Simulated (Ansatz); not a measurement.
# NiO (P-6m2) in Ansatz: notebook

One crystal, NiO, is run at these levels: r2SCAN+U, LDA+U; tasks: single point.

All numbers are computed with Ansatz 0.2.0; they aren't measurements. Logs are shortened: lines on timing, memory, paths and dates and some standing lists are left out, and cuts for length are marked.

### 1 The structure

It takes space group P-6m2 (No. 187, hexagonal). The conventional cell has a = 2.783 Å, b = 2.783 Å, c = 2.716 Å, α = 90.00°, β = 90.00°, γ = 120.00°. Around Ni (site symmetry -6m2) lie 6 O at 2.10 Å. Around O (site symmetry -6m2) lie 6 Ni at 2.10 Å.

Measurements of this composition are mostly on another form, of space group No. 225.

### 2 Single point, r2SCAN+U, collinear spin, ferromagnetic start

Contents of input.yaml:

```yaml
crystal:
  lattice:
    - [2.78306079, 0.0, 0.0]
    - [-1.39153039, 2.41020134, 0.0]
    - [0.0, 0.0, 2.71612944]
  atoms:
    - { symbol: Ni, position: [0.0, 0.0, 0.0], spin: 4.0 }
    - { symbol: O, position: [0.6666666667, 0.3333333333, 0.5] }
hamiltonian:
  xc: r2scan
  pseudopotentials: { kind: paw }
  hubbard: { sites: [{ species: Ni, l: d, u_eff: 2.0 }] }
magnetization:
  spin_polarized: true
  initial_magnetization: 4.0
  spin_locking: { lock_magnetization: hard }
kpoints:
  mp_grid: { grid: [8, 8, 7] }
scf:
  occupations: { method: gaussian, width: 0.05 }
output:
  forces: true
  stress: true
  eigenvalues: true
```

Potentials or basis: Ansatz PAW.

The run is started by

```console
ansatz run input.yaml --threads 2 --pin off --max-ram 5632MiB --backend cpu --events-out ev --progress --plain --runs-dir out
```

Log:

```text
Warning: where an SCF of this run starts from atoms to list the orders of its open shells, Ni (site 0, from 0) starts with 2.00 μB on its 3d shell, in the place of the 4.00 μB that the deck gives it: its open shells can hold no more by Hund's first rule. To start from spheres of the given moment, type scf.initial_density.shell_occupations: []
Warning: This run holds its total moment fixed (magnetization.spin_locking.lock_magnetization: hard) and mixes its density by anderson or broyden (scf.mixing.algorithm, typed or taken by auto). Slabs with a fixed moment have converged under broyden above another state at the same moment, at the default mixing steps and at smaller ones, and under scf.lower_state_search: standard, light or off a state that such a mixer converges on is not tested for a lower one by that SCF's own steps. That does not show the result to be wrong. Run the deck again under scf.mixing.algorithm: msr1 (scf.max_iter of 400 or more; without the keys that msr1 refuses, which its refusal names) and compare the two as scf.mixing.restart in the input reference says. Such a run need not converge: where no other run does, the state stands unchecked
Warning: output.stress: scf.convergence.dr2_threshold = 1e-7 eV (the SCF's general default) is looser than the 2e-10 eV advised for a printed stress (1e-10 eV for each atom of the cell: 2). What an SCF threshold leaves in a stress goes as its square root, and in the free energy as the threshold itself, and one threshold admits the most on a small cell: of the crystals measured, under no hybrid functional and no lock of the moments, on runs that ended without the residual-converged pass, on stresses that held no estimate of that error, the worst erred by over 100 MPa in a component at 1e-7 eV an atom and by under 5 at 1e-10. Set scf.convergence.dr2_threshold to 2e-10 eV or tighter. The threshold is an SCF's pass mark: one that does not reach it within its budget of iterations ends unconverged, or closes short of it on a stop that the run arms, and scf.convergence.dr2_threshold's page says what that costs each kind of run
Warning: RAYON_NUM_THREADS=2 ignored (pool sized by the plan → 2); use --threads N
Ni: projections on atomic orbitals take those of the free atom [Ne] 3s2 3p6 3d8 4s2, of charge +0.00 (hamiltonian.pseudopotentials.projection_atoms); the dataset's partial waves leave at most 1.6e-6 of an orbital's norm unspanned inside its sphere
O: projections on atomic orbitals take those of the free atom [He] 2s2 2p4, of charge +0.00 (hamiltonian.pseudopotentials.projection_atoms); the dataset's partial waves leave at most 1.9e-8 of an orbital's norm unspanned inside its sphere
Engine: ansatz 0.2.0, aarch64-unknown-linux-gnu
Pseudopotentials: kind: paw
Pseudopotential: Ni, paw, valence charge 18, recommended cutoff 500 eV (meta_gga), Ni.paw.azcp
Pseudopotential: O, paw, valence charge 6, recommended cutoff 500 eV (meta_gga), O.paw.azcp
Functional definition: r2SCAN
  parameter k0 = 0.174
  parameter k1 = 0.065
  parameter a1 = 4.9479
  exchange = r2scan_x(k0 = k0, k1 = k1, a1 = a1)
  correlation = r2scan_c
Crystal: 2 atoms, lattice volume = 18.219 Å³
Basis set: ecut = 500 eV, 441 PW (Γ), exchange–correlation on 96×96×80 points (64 copies of the dense FFT grid, shifted against one another)
Bands: 18, of which v1, the nominal top of the filled ones, is band 12 counted from 1 (11 counted from 0)
Symmetry: 12 space group operations
Space group: P-6m2 (ITA 187), of the structure as read, at distance tolerance 2.6e-5 Å
Magnetic group: BNS 187.209 (UNI 1439), of the structure as read, at distance tolerance 2.6e-5 Å
k-points: 40 of 448 (time reversal used)
Non-local potential: Ni, projectors of the file, l = 0: 3, l = 1: 2, l = 2: 3, l = 3: 1
Non-local potential: O, projectors of the file, l = 0: 2, l = 1: 2, l = 2: 1
PAW form: soft (Blöchl's): semilocal exchange-correlation on the pseudo side does not see the compensation charge
PAW frozen core: Ni, regenerated for the run's functional (the file was generated under x = pbe(κ = 0.804, μ = 0.2195149727645171), c = pbe(β = 0.06672455060314922))
PAW frozen core: O, regenerated for the run's functional (the file was generated under x = pbe(κ = 0.804, μ = 0.2195149727645171), c = pbe(β = 0.06672455060314922))
PAW one-centre angular grid: Ni, 590 points (default); XC on 160 Gauss nodes
PAW one-centre angular grid: O, 302 points (default); XC on 160 Gauss nodes
[... 97 lines left out ...]
SCF converged after 2 iterations
Stability not told: the lowest value that the SCF's own minimisation read on its close, 1.5e-1 (residual 4.1e-4), is positive but too near zero to vouch for directions that it does not look along: no lower mode is shown, and none is ruled out
Magnetization: 4.0000 μB (14.0000 up, 10.0000 down)
Absolute magnetization: 4.0001 μB (∫|ρ↑−ρ↓|, with the PAW one-centre terms)
Spin contamination: 0.0099 ħ² per cell (⟨S²⟩ above its minimum at these occupations)
Per-site moments (μB) at R_I (Å): [(2.3535875172784864, 0.8678346032736205), (1.0299841409768071, 0.8678346032736205)]
Free energy (F): -6405.630551 eV
Harris-Foulkes:  -6405.630551 eV  (|F-HF|=4.29e-9)
Internal energy: -6405.630195 eV  (E = F + TS)
E sigma→0 (E₀):  -6405.630373 eV
Entropy (-TS):   -0.000356 eV (-0.178 meV/atom)
Fermi energy:    16.829408 (↑ 21.658203, ↓ 12.487671) eV
--- Per-component energies (eV) ---
  E_band       = -398.574061
  E_kinetic    = 448.703792
  E_local      = -3965.747611  (includes V_loc(G=0)·N_el)
  E_nonlocal   = 677.241564
  E_hartree    = 1611.568783
  E_xc         = -151.707540
  E_vxc        = -221.216973  (∫ρ·V_xc dr)
  E_hubbard    = 0.579639  (on-site DFT+U / exact-exchange correction)
  E_vhub       = -6.664003  (the Hubbard potential's part of the band-sum identity)
  E_paw        = -1790.182361  (= ΣΔE_a)
  E_vpaw       = -568.895494  (= ΣTr[D̂ρ^β])
  E_aug_tail   = 0.001095  (compensation charges beyond the density's cutoff)
  E_vtau       = 14.861581  (kinetic-family band-sum trace: ∫τ·v_τ [+ j·A + Jᵃ·Aᵃ] dr)
  E_ewald      = -3235.755545
  E_core_change = -0.332010  (= ΣΔE_core)
  E_smearing   = -0.000356  (= −TS)
  E_closure    = -0.000000  (closes the sum)
  Σ components = -6405.630551   (vs F -6405.630551, Δ=0.00e0)
--- Forces (eV/Å), atoms counted from 1 ---
  atom   1  Ni    -0.28826898    -0.16643217    -0.00000000
  atom   2  O      0.28826314     0.16642880     0.00000000
  max |Σ_I F_I| component: 5.83e-6 eV/Å
--- Stress (GPa, compression-positive) ---
       43.851212       1.386422       0.000000
        1.386422      42.250310       0.000000
        0.000000       0.000000      76.337792
  P = ⅓ Tr σ = 54.1464 GPa (541.464 kbar)
--- Band table (eV; the first three rows and the last of 168) ---
  k-point 0 ↑: bands = ["-97.6193", "-56.6309", "-56.3234", "-56.2374", "-7.9906", "5.9078", "6.9245", "6.9424", "7.2873", "7.6317", "9.7819", "11.4714", "11.5574", "14.0319", "29.4357", "31.0752", "31.1435", "33.1725"]
  k-point 1 ↑: bands = ["-97.6188", "-56.6303", "-56.3228", "-56.2443", "-7.8160", "5.9569", "6.6774", "6.9531", "7.1643", "7.5719", "9.0312", "11.5149", "11.5691", "15.1996", "28.0307", "31.5739", "31.6405", "34.1023"]
  k-point 2 ↑: bands = ["-97.6179", "-56.6292", "-56.3216", "-56.2598", "-7.3889", "5.3697", "6.2452", "6.8774", "6.9117", "7.5728", "8.7165", "11.5616", "11.5835", "17.2603", "25.2490", "33.0418", "33.0939", "36.3339"]
  k-point 83 ↓: bands = ["-93.6053", "-52.6513", "-52.5352", "-52.4413", "-3.9866", "8.1704", "8.5765", "9.5528", "10.2831", "10.5404", "13.8822", "14.7825", "15.3754", "21.1907", "26.4056", "28.8202", "30.3969", "31.6772"]
Occupation matrices written to <dir>
```

Wall time 2 min (2 threads of Arm Neoverse V2, shared host); peak memory 0.62 GiB.

Results:

| Property | Result |
| --- | --- |
| Free energy | -6405.6306 eV |
| Pressure | 54.1 GPa |
| Largest force | 0.333 eV/Å |
| Net moment | 4.00 μB per cell |
| Absolute moment | 4.00 μB per cell |
| Site moments | Ni +2.35; O +1.03 μB |

Forces in eV/Å, atoms in the order of the input:
```
Ni  -0.288 -0.166  0.000
O    0.288  0.166  0.000
```

Eigenvalues of the final occupation matrices:
```csv
site,spin,trace,eigenvalues
site 1,1,4.99,1.00 1.00 1.00 1.00 1.00
site 1,2,2.83,0.13 0.22 0.52 0.97 0.99
```

Caveat: the magnetic or orbital state may not be the lowest; a pressure of tens of GPa on the cell as given is suspect, and the run, the potentials or the cell itself is likely at fault; the total moment is fixed, so each spin has its own Fermi level; a cell with one magnetic atom can't hold antiferromagnetic order, which such compounds often take; the PAW data sets come from PBE, with cores solved anew for the run's functional, which leaves a small shift of forces and pressure; the thresholds are loose for stress. The state reached can hang on the start; a lower one may exist.

(Continued in part 2 of 2.)
